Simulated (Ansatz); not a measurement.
# CdSe: changing the dispersion correction

The cell as given:

Symmetry: P6_3mc, No. 186, hexagonal system. Conventional cell: a = 4.300 Å, b = 4.300 Å, c = 7.020 Å, α = 90.00°, β = 90.00°, γ = 120.00°. Around Cd (site symmetry 3m) lie 4 Se at 2.61 to 2.70 Å. Se (site symmetry 3m) is surrounded by 4 Cd at 2.61 to 2.70 Å.

Kept alike: task relaxation of cell and atoms; functional PBEsol; k mesh 7 × 7 × 4; occupations fermi-dirac, width 0.05 eV; no spin polarisation. Program: Ansatz, Ansatz PAW, cutoff 420 eV. The mesh is that of the run's cell of 4 atoms. No spin-orbit coupling.

| dispersion correction | volume (Å³/atom) | first edge of the run's cell (Å) | third edge of the run's cell (Å) |
| --- | --- | --- | --- |
| D3(BJ) | 27.249 | 4.255 | 6.951 |
| D3(BJ)-ATM | 27.356 | 4.261 | 6.959 |
| D4 | 27.583 | 4.273 | 6.976 |
| none | 28.124 | 4.301 | 7.021 |

The relaxations keep at least the cell's symmetry (P6_3mc). Relaxations stop with a little pressure left, so the last digits of a volume or edge aren't settled. All rows use potentials made for PBE.

Problem. What does the dispersion correction change here?

Solution. The volume runs from 27.249 (D3(BJ)) to 28.124 Å³/atom (none). Against no correction: D3(BJ) -3.1 %; D3(BJ)-ATM -2.7 %; D4 -1.9 %. Dispersion terms mostly attract and so lower the volume; the schemes' coefficients and damping set how far. The first edge of the run's cell runs from 4.255 (D3(BJ)) to 4.301 Å (none). The third edge of the run's cell runs from 6.951 (D3(BJ)) to 7.021 Å (none).
